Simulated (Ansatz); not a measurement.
BeS built on the zincblende prototype (r2SCAN geometry), in Ansatz:

```
Be S
1.0
     0.00000    2.43431    2.43431
     2.43431    0.00000    2.43431
     2.43431    2.43431    0.00000
Be S
1 1
Direct
  0.00000 0.00000 0.00000
  0.25000 0.25000 0.25000
```

G0W0@PBE with 108 empty bands, a screening cutoff of 140 eV and a 4×4×4 mesh (PAW, contour deformation) gives 4.389 eV over the mesh points, from a PBE gap of 3.122 eV; it sums over 112 bands with 113 plane waves in the screening and a wave cutoff of 420 eV. G0W0 here is at a finite number of bands, screening cutoff and k mesh, not at the basis limit. (Simulation; spin polarisation is off.)

Question: Estimate the gap with starting point LDA.

Answer: 4.305 eV (-0.084 eV), from a Kohn-Sham gap of 2.903 eV.

Question: Another run gave a Kohn-Sham gap of 3.122 eV and a G0W0 gap of 4.208 eV, summing over 50 bands with 59 plane waves in the screening and a wave cutoff of 420 eV. What was changed?

Answer: Empty bands 46, screening cutoff 80 eV. The counts of bands and plane waves show it.

Question: Estimate the gap with starting point r2SCAN.

Answer: 4.630 eV (+0.241 eV), from a Kohn-Sham gap of 3.577 eV.

Question: Estimate the gap with mesh 6×6×6, empty bands 46, screening cutoff 80 eV.

Answer: 4.244 eV (-0.145 eV), from a Kohn-Sham gap of 3.134 eV.
